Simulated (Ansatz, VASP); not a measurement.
# Si: VASP beside Ansatz, part 2 of 2

Aim: how closely do two programs agree when they are given the same cell, functional and k mesh? The cell is a member of a volume series, scaled by 0.98 from a relaxed one, so a pressure remains.

VASP 6.6.1 and Ansatz 0.2.0.

So far: The structure; VASP: zone-centre phonons, LDA, volume scaled by 0.98.

### 3. Ansatz: zone-centre phonons, LDA, volume scaled by 0.98

Level of this step: Ansatz beside VASP: Kohn-Sham DFT, plane waves, LDA (Ansatz).

Ansatz runs on its default PAW (the set named soft_2) files.

The same cell, functional (in two slightly different forms) and mesh now go to Ansatz, which takes its cutoff from its data sets.

Contents of input.yaml:

```yaml
crystal:
  lattice:
    - [0.0, 2.6833722965, 2.6833722965]
    - [2.6833722965, 0.0, 2.6833722965]
    - [2.6833722965, 2.6833722965, 0.0]
  atoms:
    - { symbol: Si, position: [0.5, 0.5, 0.5] }
    - { symbol: Si, position: [0.75, 0.75, 0.75] }
hamiltonian:
  xc: lda
  pseudopotentials: { kind: paw }
kpoints:
  mp_grid: { grid: [12, 12, 12] }
scf:
  occupations: { method: fixed }
phonons:
  method: dfpt
  qpoints: [[0, 0, 0]]
  dielectric: true
  rigid_motions: translations
```

The run is started by

```console
> ansatz run input.yaml --threads 4 --pin off --max-ram 9216MiB --backend cpu --events-out ev --progress --plain --runs-dir out
```

Numbers of over 12 decimals in the logs are rounded to 6 here.

Output:

```text
Engine: ansatz 0.2.0, aarch64-unknown-linux-gnu
Pseudopotentials: kind: paw
Pseudopotential: Si, paw, valence charge 4, recommended cutoff 420 eV (normal), Si.paw.azcp
Functional definition: SPW92
  exchange = slater_x
  correlation = pw_c
Crystal: 2 atoms, lattice volume = 38.643 Å³
Basis set: ecut = 420 eV, 749 PW (Γ), exchange–correlation on 64×64×64 points (8 copies of the dense FFT grid, shifted against one another)
Bands: 8, of which v1, the nominal top of the filled ones, is band 4 counted from 1 (3 counted from 0)
Symmetry: 48 space group operations
k-points: 280 of 1728 (irreducible under 4 space group operations, time reversal used)
Non-local potential: Si, projectors of the file, l = 0: 2, l = 1: 2, l = 2: 2
PAW form: soft (Blöchl's): semilocal exchange-correlation on the pseudo side does not see the compensation charge
PAW frozen core: Si, regenerated for the run's functional, and the local potential with it (the file was generated under x = pbe(κ = 0.804, μ = 0.219515), c = pbe(β = 0.066725))
PAW one-centre angular grid: Si, 110 points (default); XC on 64 Gauss nodes
Initial density: superposition of atomic densities (neutral atoms: chi_scale 0, normalization atom), corrected by the library's trained network
Initial wavefunctions: pseudopotential atomic-orbital guess
Functional: x = slater, c = lda
SCF iter   1: F=—  HF=-1217.292789 eV  |F-HF|=—  |Δ(HF+E_count)|=         —  Δρ=4.15e-3  dr2=3.97e-3  ethr=1.77e-3  ⟨swp⟩=4.2  Hψ=16107  notcnv=0  defer=513
preconditioner: auto → none  [insulator: Δε(μ)=0.423 eV  Ē_g=9.579 eV  n_scr=8 (ndim 8)  ℏωp=16.9 eV  f_vac=0.000  ε∞_Penn≈4.1]
SCF iter   2: F=—  HF=-1217.292089 eV  |F-HF|=—  |Δ(HF+E_count)|=   7.01e-4  Δρ=1.92e-3  dr2=8.08e-4  ethr=4.96e-5  ⟨swp⟩=2.1  Hψ=4971  notcnv=0  defer=544
SCF iter   3: F=—  HF=-1217.291920 eV  |F-HF|=—  |Δ(HF+E_count)|=   1.69e-4  Δρ=1.02e-4  dr2=3.18e-6  ethr=1.01e-5  ⟨swp⟩=2.6  Hψ=3354  notcnv=0  defer=545
SCF iter   4: F=—  HF=-1217.291919 eV  |F-HF|=—  |Δ(HF+E_count)|=   1.49e-7  Δρ=2.06e-5  dr2=1.63e-7  ethr=3.97e-8  ⟨swp⟩=2.2  Hψ=3373  notcnv=0  defer=215
SCF iter   5: F=—  HF=-1217.291919 eV  |F-HF|=—  |Δ(HF+E_count)|=   6.44e-7  Δρ=5.81e-6  dr2=8.89e-9  ethr=2.04e-9  ⟨swp⟩=2.0  Hψ=3360  notcnv=0  defer=79
SCF iter   6: F=-1217.291919 eV  HF=-1217.291919 eV  |F-HF|=1.36e-12  |Δ(HF+E_count)|=   2.41e-9  Δρ=1.32e-7  dr2=2.20e-12  ethr=1.25e-12  ⟨swp⟩=6.9  Hψ=16866  notcnv=0
SCF 1 converged in 6 iterations: F = -1217.291919 eV  dr2 = 2.20e-12
  greatest PAW one-centre occupation: 0.643 electrons in one spin orbital (limit 2), on the Si atom at site 1 (counted from 0), in its partial waves of l = 0
NSCF: frozen V_eff on 110 k-points
DFPT response loops at Γ: preconditioner auto → none (the input reference at scf.mixing.eps_inf says where Resta's filter doesn't serve); β = 0.50; Broyden in place of MSR1
── the response to a field inside a basis, on 12×12×12 k-points: an SCF that follows is theirs, and a resumed run solves both again ──
Bands: 5, of which v1, the nominal top of the filled ones, is band 4 counted from 1 (3 counted from 0)
k-points: 182 of 1728 (irreducible under 12 space group operations)
Initial density: handed on by an earlier stage of this run
Initial wavefunctions: pseudopotential atomic-orbital guess (no wavefunctions were taken with the density)
Eigensolver: Dense (182 Hₖ)
SCF iter   1: F=—  HF=-1217.292002 eV  |F-HF|=—  |Δ(HF+E_count)|=         —  Δρ=4.28e-5  dr2=1.21e-7  ethr=1.00e-1
preconditioner: auto → none  [insulator: Δε(μ)=0.534 eV  Ē_g=7.301 eV  n_scr=8 (ndim 8)  ℏωp=16.9 eV  f_vac=0.000  ε∞_Penn≈6.4]
SCF iter   2: F=-1217.292002 eV  HF=-1217.292002 eV  |F-HF|=4.98e-8  |Δ(HF+E_count)|=   1.48e-7  Δρ=2.16e-5  dr2=3.08e-8  ethr=1.51e-9
SCF 1 converged in 2 iterations: F = -1217.292002 eV  dr2 = 3.08e-8
DFPT response loops at Γ: mixed as the last ones told, above
SCF converged after 6 iterations
Free energy (F): -1217.291919 eV
Harris-Foulkes:  -1217.291919 eV  (|F-HF|=1.36e-12)
Internal energy: -1217.291919 eV  (E = F + TS)
E sigma→0 (E₀):  -1217.291919 eV
Fermi energy:    6.428644 eV
--- Per-component energies (eV) ---
  E_band       = 10.012383
  E_kinetic    = 82.135109
  E_local      = -54.732955  (includes V_loc(G=0)·N_el)
  E_nonlocal   = 54.550850
  E_hartree    = 14.456994
  E_xc         = -110.167576
  E_vxc        = -94.960261  (∫ρ·V_xc dr)
  E_paw        = -972.447791  (= ΣΔE_a)
  E_vpaw       = -5.894359  (= ΣTr[D̂ρ^β])
  E_aug_tail   = 0.000011  (compensation charges beyond the density's cutoff)
  E_ewald      = -231.255222
  E_core_change = 0.168661  (= ΣΔE_core)
  E_smearing   = -0.000000  (= −TS)
  E_closure    = 0.000000  (closes the sum)
  Σ components = -1217.291919   (vs F -1217.291919, Δ=0.00e0)
--- Band table (eV; the first three rows and the last of 280) ---
  k-point 0: bands = ["-5.7825", "6.4286", "6.4286", "6.4286", "8.9696", "8.9696", "8.9696", "10.0193"]
  k-point 1: bands = ["-5.6886", "5.5564", "6.2790", "6.2790", "9.0404", "9.1889", "9.1889", "10.6496"]
  k-point 2: bands = ["-5.4099", "4.0010", "5.9628", "5.9628", "8.7970", "9.6353", "9.6353", "12.0436"]
  k-point 279: bands = ["-1.3261", "-1.3261", "2.4002", "2.4002", "10.6119", "10.6119", "11.4756", "11.4756"]
--- Phonons (Γ-DFPT): 1 representative perturbation + reference, on 280 of 1728 k-points (Σ response iterations 3) ---
  k mesh reduced under 4 symmetry operations, with k and −k counted as one. Each operation leaves every solved perturbation unchanged. A smaller set is not considered because the run solves the response to a homogeneous field
  ASR residual: 5.006e-5 → 0.000e0 eV/Å²; symmetrization residual: 2.665e-14 eV/Å²
  ASR residual per site (eV/Å²): 5.01e-5 5.01e-5
  Γ frequencies (cm⁻¹): 0.00 0.00 0.00 523.18 523.18 523.18
  ε∞ (high-frequency dielectric tensor):
       13.198840    -0.000000     0.000000
       -0.000000    13.198840     0.000000
        0.000000     0.000000    13.198840
  ε⁰ (static dielectric tensor: ions relaxed, cell fixed):
       13.198840    -0.000000     0.000000
       -0.000000    13.198840     0.000000
        0.000000     0.000000    13.198840
  ε⁰ − ε∞ (ionic part):
        0.000000     0.000000    -0.000000
        0.000000     0.000000    -0.000000
       -0.000000    -0.000000     0.000000
  softest optical mode at Γ: 523.18 cm⁻¹; the repairs (sum rule, projections) moved no ω² at Γ by more than (0.70 cm⁻¹)²
  Born effective charges Z* (e; rows j = field, columns β = displacement):
    site 0:
         0.00000   -0.00000    0.00000
         0.00000    0.00000    0.00000
        -0.00000   -0.00000   -0.00000
    site 1:
        -0.00000    0.00000   -0.00000
        -0.00000   -0.00000   -0.00000
         0.00000    0.00000    0.00000
  Z* charge neutrality: 3.863e-4 e pre-enforcement
  solved inside a basis spanned on kpoints, on 12×12×12 k-points, its susceptibility summed on 16×16×16: ε∞ is read to err by 3.9e-2, Z* by 4.3e-3 e (field_mesh: kpoints solves on kpoints)
  optical modes at Γ without the LO–TO term, one row a degenerate level:
      ω (cm⁻¹)  modes    IR ((D/Å)²/amu)
        523.18      3             0.0000
  optical modes at Γ + LO–TO along q̂ = [1.0000, 0.0000, 0.0000]:
      ω (cm⁻¹)  modes    IR ((D/Å)²/amu)
        523.18      3             0.0000
  optical modes at Γ + LO–TO along q̂ = [0.0000, 1.0000, 0.0000]:
      ω (cm⁻¹)  modes    IR ((D/Å)²/amu)
        523.18      3             0.0000
  optical modes at Γ + LO–TO along q̂ = [0.0000, 0.0000, 1.0000]:
      ω (cm⁻¹)  modes    IR ((D/Å)²/amu)
        523.18      3             0.0000
--- Phonons (arbitrary-q DFPT): 1 explicit q-point ---
  q = [0, 0, 0] (of the zone-centre solve; hermiticity 1.01e-15, symmetrization 1.13e-15): -0.00 -0.00 -0.00 523.18 523.18 523.18
  sum rule: each row above includes the acoustic sum rule's correction from the zone centre's row sums; it moved no ω² by more than (0.70 cm⁻¹)²
```

Run time: 14 s. Hardware: 4 threads of Arm Neoverse V1, shared host; peak memory 0.57 GiB.

In the SCF lines HF is the Harris–Foulkes energy and dr2 the Hartree energy of the density residual, in eV; the loop may stop once dr2 is under the threshold and the program's other checks hold. Hψ counts applications of the Hamiltonian.

### 4. Comparison

Known differences besides the potentials themselves: the two LDA forms differ slightly; the cutoff is 420 eV in Ansatz and 500 eV in VASP; VASP's log shows a relativistic correction to its local exchange, Ansatz's none. Total energies have different zeros and are not compared.

The two programs side by side:

```csv
quantity,Ansatz,VASP,difference
ε∞ xx,13.20,13.15,+0.34 %
ε∞ yy,13.20,13.15,+0.34 %
ε∞ zz,13.20,13.15,+0.34 %
Born charge of Si1 (mean of the diagonal) (e),0.00,0.00,0.00
optical mode 1 to 3 (cm⁻¹),523.2,523.1,+0.01 %
```

Modes are paired by rising frequency and degeneracy, not by their patterns, so a pair may still set unlike modes beside each other.

### 5. Results

| Quantity | Value |
| --- | --- |
| r.m.s. difference of the optical zone-centre modes, each program's sorted by frequency (zone-centre phonons, LDA, volume scaled by 0.98) | 0.059 cm⁻¹ |

In words: The r.m.s. difference of the optical zone-centre modes, each program's sorted by frequency is 0.059 cm⁻¹ (zone-centre phonons, LDA, volume scaled by 0.98). 1 further run of this series is not shown here. How closely two codes agree says nothing of how well the functional describes the real material.

[Lines on the potential files, build, host, timing and source positions are cut from VASP's logs without a mark.]

[Logs are printed without paths, hosts, clocks, repeated set-up lines and the standing remarks that a program may print on its own settings, such as how far it seeks lower states.]

[Hosts, paths, dates, database ids (printed as entryN), source tags and the programs' standing remarks are cut or masked in the printed files.]
